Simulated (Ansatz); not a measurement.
# NiSi2/ZnS/NiSi2: predicting the conductance of a thicker barrier

How it was computed: Ansatz 0.2.0, plane waves with PAW datasets, PBE. Interfaces are relaxed in a short slab (with D3(BJ) where the barrier is layered), set between ideal electrode layers that go on as semi-infinite leads, and the zero-bias conductance G at 300 K comes from T(E) on a typed mesh. The error is the largest of the program's estimates from energy step, mesh, the leads' potential steps and neutrality; its separate bound for narrow resonances between the energies solved isn't counted and can be far larger. The lower electrode is NiSi2 (fluorite 111 turned by 180 degrees  type B), the upper NiSi2 (fluorite 111 turned by 180 degrees  type B) and the barrier ZnS (zinc blende 111), on a net of side 3.84 Å; d is the distance between the electrodes' last planes.

Runs in hand:

| planes in the barrier | d (Å) | G (S/m²) | error (%) | lead step (meV) |
| --- | --- | --- | --- | --- |
| 4 | 8.81 | 1.44e13 | 19 | 10 |
| 6 | 11.96 | 2.80e12 | 24 | 10 |
| 8 | 15.11 | 6.71e11 | 40 | 10 |
| 12 | 21.42 | 3.76e10 | 28 | 10 |

**Question.** A further run has 14 planes, d = 24.57 Å. Fit G ∝ exp(−βd) to the rows shown and predict its conductance.

**Worked fit.** Take y = ln G: 30.30, 28.66, 27.23 and 24.35. The means are d = 14.33 Å and y = 27.64; Σ(Δd Δy) = −40.75 and Σ(Δd)² = 86.96, so the slope is −0.469 Å⁻¹ (β = 0.469 Å⁻¹). At d = 24.57 Å, y = 27.64 − 0.469 × 10.24 = 22.84, or G = 8.28e9 S/m².

Check: The run gave 9.97e9 S/m², with an error estimate of 34 % and a lead step of 10 meV. The prediction is 0.83 times that, too low by 17 %. That lies within the runs' own error estimates, carried through the fit.

Caveats: The interfaces are ideal, one cell wide, strained to a common net and relaxed from one registry with their symmetry kept. PBE's gaps are too small, so true decay constants are likely larger where the Fermi level lies deep in a gap. No spin-orbit coupling, phonons, disorder or image charges enter. The rows shown are chosen by tests on error estimates (under 100 to 120 %), lead steps (under 150 meV, though the program warns over 25), intact interfaces and, for fits, a steady trend in the rows shown; the data set holds 414 series of this kind, and not all pass.
